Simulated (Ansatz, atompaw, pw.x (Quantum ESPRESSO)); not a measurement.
## Pm: does the PAW (atompaw) potential hold in the solid?

Pm (Z = 61), PAW, made with atompaw 4.2.0.5 (PBE, scalar-relativistic). Core [Kr] 4d10, reference 4f5 5s2 5p6 5d0 6s2 6p0. Waves: 5s (bound); 6s (bound); 5p (bound); 6p (bound, empty); 5d (bound, empty); 5d channel at 0.9 Ry; 4f (bound); 4f channel at 0.25 Ry. Local part: bessel scheme, radius 2.65 bohr. Core correction: smooth core density matched at 2.05 bohr. Augmentation charge: sinc compensation charge, radius 2.55 bohr; PAW radius 3.00 bohr; waves and projectors: bloechl.

Atomic tests: cutoffs needed: 25 Ry and 35 Ry (the cutoffs (Ry, on a coarse ladder) from which the occupation-weighted sum of valence levels, in a spherical-Bessel basis at the reference potential, stays within 10 and 1 mRy of its value at 400 Ry); ghost test: no extra level below or beside the all-electron valence levels (s, p, d, f tested) (spherical-Bessel basis up to 400 Ry, 20 bohr box); lowest eigenvalue of the overlap operator: 0.43 (s channel).

Crystal test: sc Pm in pw.x 7.5, no spin, 13³ k-points, Fermi–Dirac smearing 0.01 Ry, cutoffs 45/450 Ry. The reference is all-electron LAPW (Ansatz 0.2.0) with the same functional, mesh and smearing; V0 and B0 come from Birch–Murnaghan fits to the pressures at five volumes. Errors are pseudo minus all-electron; Δ is the rms difference of the E(V) curves that follow from these fits, minima aligned, over ±6 % about the mean V0. Mesh and smearing are coarse, so the numbers serve the comparison and aren't converged zero-temperature values; the lattice is a test structure that the element need not adopt. Spin polarisation and strong correlation are left out, which matters for this element.

All-electron: a0 = 2.607 Å (V0 = 17.73 Å³/atom), B0 = 92.3 GPa.

How far does the potential miss the all-electron equation of state?

mean pressure error (GPa): +5.89. The pressure does not cross zero within the volumes sampled, so no fit is given. The largest radius (3.00 bohr) exceeds half the bond length (2.47 bohr), so the spheres overlap, which is one possible source of error among others. This is a poor potential for the solid.

```csv
V (Å³/atom),P all-electron (GPa),P pseudo (GPa)
16.989,4.54,11.75
17.436,1.63,8.02
17.883,-0.78,4.99
18.330,-2.76,2.50
18.777,-4.34,0.46
```

At the middle volume, how do free energy and pressure move when the wave cutoff is lowered (ecutrho held at 450 Ry)?

| cutoff (Ry) | shift of F (meV/atom) | shift of P (GPa) |
| --- | --- | --- |
| 20 | +360.8 | -8.65 |
| 27 | +64.3 | -1.92 |
| 36 | +6.0 | -0.19 |

The run at the middle volume (84 k-points, 15 iterations) took about 26 s on one core of a shared host (Intel(R) Xeon(R) 6975P-C, 192 threads, 378 GiB, load 63).
